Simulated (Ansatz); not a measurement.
Crystal: Sc, fcc type, 1 atom in the cell.

All numbers below come from r²SCAN, plane waves, all-electron PAW datasets generated for the crystal, point nucleus (Ansatz).

Cutoff 220 eV; k-mesh 13×13×13 Γ-centred; Fermi–Dirac smearing of 0.1 eV; no spin polarisation.

The fit to the energies gives V₀ = 25.161 Å³/atom (a₀ = 4.652 Å), B₀ = 52.8 GPa, B₀′ = 2.76.

(1) What pressure does the program print at V = 23.452 Å³/atom, and how far above the lowest computed point (V = 24.933 Å³/atom) does the energy lie?

## Answers

(1) 4.08 GPa and 20.52 meV/atom. All points:

```tsv
V (Å³/atom)	a (Å)	E − E(min) (meV/atom)	P (GPa)
22.711	4.4954	44.20	6.20
23.452	4.5437	20.52	4.08
24.192	4.5910	6.11	2.19
24.933	4.6374	0.00	0.49
25.673	4.6829	1.33	-1.04
```

The stress includes the program's correction for the finite plane-wave basis.

This cubic structure is a model: it isn't the usual form of the substance at ambient conditions, and such phases are metastable or hypothetical.
